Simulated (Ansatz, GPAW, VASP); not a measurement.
BN: programs and potentials compared

```
N B
1.0
     0.00000    1.81300    1.81300
     1.81300    0.00000    1.81300
     1.81300    1.81300    0.00000
N B
1 1
Direct
  0.25000 0.25000 0.25000
  0.00000 0.00000 0.00000
```

The cell is a database's computed one, not the measured one.

Alike in all runs: task single point; functional PBE; k mesh 13 × 13 × 13; occupations gaussian, width 0.011 eV; no spin polarisation; no spin-orbit coupling. Pressure is positive in compression and, in plane waves, holds the error of the finite cutoff.

```
                        program and potentials  plane-wave cutoff (eV)  notes  pressure (GPa)
              VASP, PBE PAW files B, N, 520 eV                     520      -           -0.17
Ansatz, all-electron LAPW, scalar-relativistic                       -      -           -0.41
    GPAW, GPAW PAW data sets (gpaw-data 1.2.1)                     800      -           -1.60
```

The pressure spans -1.60 (GPAW, GPAW PAW data sets (gpaw-data 1.2.1)) to -0.17 GPa (VASP, PBE PAW files B, N, 520 eV), with all-electron results at -0.41.

Differences between rows come from potentials, basis sets and numerical settings, since the functional is the same but for its coding. Runs on potential files found faulty are left out.

All three runs give a slightly negative pressure, so each would contract the cell a little. VASP (-0.17 GPa) lies close to the all-electron value of -0.41 GPa, while GPAw stands apart at -1.60 GPa.

Even that larger tension implies only a very small change in lattice constant, because zincblende BN is among the stiffest solids known. Its short, polar sp³ bonds join two second-row atoms whose valence p shells have no p core beneath them, so the energy rises steeply with bond length and a slight mismatch in equilibrium volume appears as a noticeable pressure. The GPAW offset may come from its data sets or from incomplete basis convergence; its higher cutoff doesn't settle the matter, since different potentials need different cutoffs.

The results therefore support close agreement on the equilibrium volume, but agreement at a single volume doesn't establish that the programs would give the same bulk modulus.
